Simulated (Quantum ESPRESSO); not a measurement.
Co:

```xyz
2
Lattice="2.4720 0.0000 0.0000 -1.2360 2.1408 0.0000 0.0000 0.0000 4.0211" Properties=species:S:1:pos:R:3 pbc="T T T"
Co    1.2360    0.7136    3.0159
Co    0.0000    1.4272    1.0053
```

Base run:

| Property | Result |
| --- | --- |
| Program | Quantum ESPRESSO 7.5 |
| Functional | PBEsol |
| Potentials or basis | GBRV 1.5 PBEsol |
| Cutoff | 762 eV |
| Density cutoff | 6095 eV |
| k mesh | 12 × 12 × 7 |
| Occupations | fermi-dirac, width 0.05 eV |
| Spin | collinear spin, ferromagnetic start |
| Starting moments | [2.0, 2.0] μB |
| Hubbard terms | Co d U = 8 eV |

Its results: band gap on the k mesh none (metal or under the smearing width); pressure 6.4 GPa; net moment 3.86 μB per cell; site moments Co +2.09 μB.

The run is repeated on the same cell with these changes: hubbard terms from Co d U = 8 eV to Co d U = 3 eV. What comes out?

Band gap on the k mesh none (metal or under the smearing width); pressure -0.7 GPa; net moment 3.60 μB per cell; site moments Co +1.91 μB.

Caveats: the U is typed as a test and isn't derived for this compound.
